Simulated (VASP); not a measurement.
Set up this calculation in VASP 6.6.1, as the native input.

```yaml
Task: relaxation of the atoms
Functional: PBEsol
Potentials_or_basis: VASP PAW PBE potentials, release 64 (Li_sv, F)
Cutoff: 600 eV
k_mesh: 12 × 12 × 12
Occupations: gaussian, width 0.03 eV
Spin: no spin polarisation
Further_INCAR_settings: ALGO = Fast; EDIFF = 1e-07; IBRION = 2; EDIFFG = -0.01; NSW = 40
```

The structure of LiF (Griceite) lies in POSCAR:

```
LiF                                     
1.0
    0.0000000000      1.9850667388      1.9850667388
    1.9850667388      0.0000000000      1.9850667388
    1.9850667388      1.9850667388      0.0000000000
  Li              F             
     1     1
Direct
     0.0000000000000000    0.0000000000000000    0.0000000000000000
     0.5000000000000000    0.5000000000000000    0.5000000000000000
```

The cell isn't the ideal one: a relaxed cell with its volume scaled by 0.98.

The input as run:

INCAR

```
PREC = Accurate
ENCUT = 600
EDIFF = 1E-7
ISMEAR = 0
SIGMA = 0.03
LREAL = F
LASPH = T
NELM = 80
ALGO = Fast
ISIF = 2
LWAVE = F
LCHARG = F
GGA = PS
IBRION = 2
NSW = 40
EDIFFG = -0.01
```

KPOINTS

```
Automatic mesh
0
Gamma
  12 12 12
```

Potentials or basis: VASP PAW PBE potentials, release 64 (Li_sv, F).

Launch:

```console
$ cat potpaw_PBE.64/Li_sv/POTCAR potpaw_PBE.64/F/POTCAR > POTCAR
$ mpirun -np 1 vasp_std > vasp.out
```

Results of the run:

- Pressure after relaxing: 1.7 GPa
- Band gap on the k mesh: 9.32 eV, direct

Caveat: the cutoff is under 1.25 times the usual one of these potentials, so pressure, stress and relaxed cells hold a basis-set (Pulay) error; the relaxation stopped at its first step, so nothing moved; the PAW data sets were made with another functional, which shifts forces and pressure a little.

It took 8.3 s on 1 thread of Intel(R) Xeon(R) 6975P-C (Granite Rapids) (shared host), peak memory 0.14 GiB.
